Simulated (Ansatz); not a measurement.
Os:

```
Os
1.0
     2.73410    0.00000    0.00000
    -1.36705    2.36780    0.00000
     0.00000    0.00000    4.31970
Os
2
Direct
  0.66667 0.33333 0.75000
  0.33333 0.66667 0.25000
```

| Item | Value |
| --- | --- |
| Program | Ansatz 0.2.0 |
| Task | relaxation of cell and atoms |
| Functional | PBEsol |
| Dispersion | D3(BJ) |
| Potentials or basis | all-electron LAPW, scalar-relativistic |
| Basis error allowed | 0.001 eV/atom |
| k mesh | 11 × 11 × 6 |
| Occupations | fermi-dirac, width 0.05 eV |
| Spin | no spin polarisation |

At the start: volume 13.98 Å³/atom.

Problem. Where does the relaxation end?

Solution. Over 5 steps the energy falls by 11.1 meV/atom and the volume is 13.65 Å³/atom (-2.4 %); space group P6_3/mmc (No. 194, to 0.05 Å).

The path:
```
step  energy change (eV)  largest force (eV/Å)  volume (Å³)
   1              0.0000                0.0000        27.96
   2             -0.0220                0.0000        27.36
   3             -0.0223                0.0000        27.29
   4             -0.0223                0.0000        27.29
   5             -0.0223                0.0000        27.29
```

Final structure:
```
Os
1.0
     2.71096    0.00000    0.00000
    -1.35548    2.34776    0.00000
     0.00000    0.00000    4.28822
Os
2
Direct
  0.66667 0.33333 0.75000
  0.33333 0.66667 0.25000
```
